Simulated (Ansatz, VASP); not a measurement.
## P: VASP beside Ansatz

```xyz
1
Lattice="-1.5058 1.5058 1.5058 1.5058 -1.5058 1.5058 1.5058 1.5058 -1.5058" Properties=species:S:1:pos:R:3 pbc="T T T"
P     0.0000    0.0000    0.0000
```

Alike in both runs: task single point; functional PBE; k mesh 16 × 16 × 16; occupations fermi-dirac, width 0.1 eV; no spin polarisation.

```csv
,VASP,Ansatz
version,VASP 6.6.1,Ansatz 0.2.0
potentials or method,"VASP PAW PBE potentials, release 64 (P)","plane waves (420 eV) with PAW, scalar-relativistic"
plane-wave cutoff (eV),520,420
valence electrons in the cell,5,5
```

VASP gave:

```
pressure (GPa) : 4.0
```

What did Ansatz give for the same quantities?

Pressure (GPa): 4.3.

The functional is the same, so the differences come from potentials, cutoffs and numerics.
